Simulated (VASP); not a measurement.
Write the native input for VASP 6.6.1 that does the following.

| Property | Result |
| --- | --- |
| Task | single point |
| Functional | RPBE |
| Potentials or basis | VASP PAW PBE potentials, release 64 (Ru_pv) |
| Cutoff | 520 eV |
| k mesh | 16 × 16 × 1 |
| Occupations | gaussian, width 0.1 eV |
| Spin | no spin polarisation |
| Dipole correction | yes |
| Further INCAR settings | ALGO = Fast; EDIFF = 1e-06; NBANDS = 88 |

The structure of Ru lies in POSCAR:

```
Ru
1.0
    2.7060000000      0.0000000000      0.0000000000
    1.3530000000      2.3434647426      0.0000000000
    0.0000000000      0.0000000000     38.8100000000
Ru
11
Direct
    0.0000000000      0.0000000000      0.2226989923
    0.3333333333      0.3333333333      0.2764941583
    0.0000000000      0.0000000000      0.3322868223
    0.3333333333      0.3333333333      0.3883776004
    0.0000000000      0.0000000000      0.4442382169
    0.3333333333      0.3333333333      0.5000000006
    0.0000000000      0.0000000000      0.5557617837
    0.3333333333      0.3333333333      0.6116224001
    0.0000000000      0.0000000000      0.6677131775
    0.3333333333      0.3333333333      0.7235058411
    0.0000000000      0.0000000000      0.7773010068
```

The cell was built by a generator and needn't be a form met in nature.

These files were run (other wordings do the same):

INCAR

```
SYSTEM = Ru
  PREC = Accurate
  ENCUT = 520
  EDIFF = 1E-6
  ISMEAR = 0
  SIGMA = 0.1
  LREAL = .False.
  LASPH = .True.
  NELM = 80
  ALGO = Fast
  ISIF = 2
  LWAVE = .False.
  LCHARG = .False.
  LDIPOL = .True.
  IDIPOL = 3
  DIPOL = 0.5 0.5 0.500
  GGA = RP
  NBANDS = 88
```

KPOINTS

```
regular mesh
0
Gamma
  16 16 1
  0 0 0
```

Potentials or basis: VASP PAW PBE potentials, release 64 (Ru_pv).

The run is started by

```bash
$ cat potpaw_PBE.64/Ru_pv/POTCAR > POTCAR
$ mpirun -np 1 vasp_std > vasp.out
```

Results of the run:

```
Largest force          : 0.011 eV/Å
Band gap on the k mesh : none (metal or under the smearing width)
```

Caveat: the PAW data sets were made with another functional, which shifts forces and pressure a little.

Run time: 34 min on 1 thread of Intel(R) Xeon(R) 6975P-C (Granite Rapids), with other jobs on the host, peak memory 0.61 GiB.
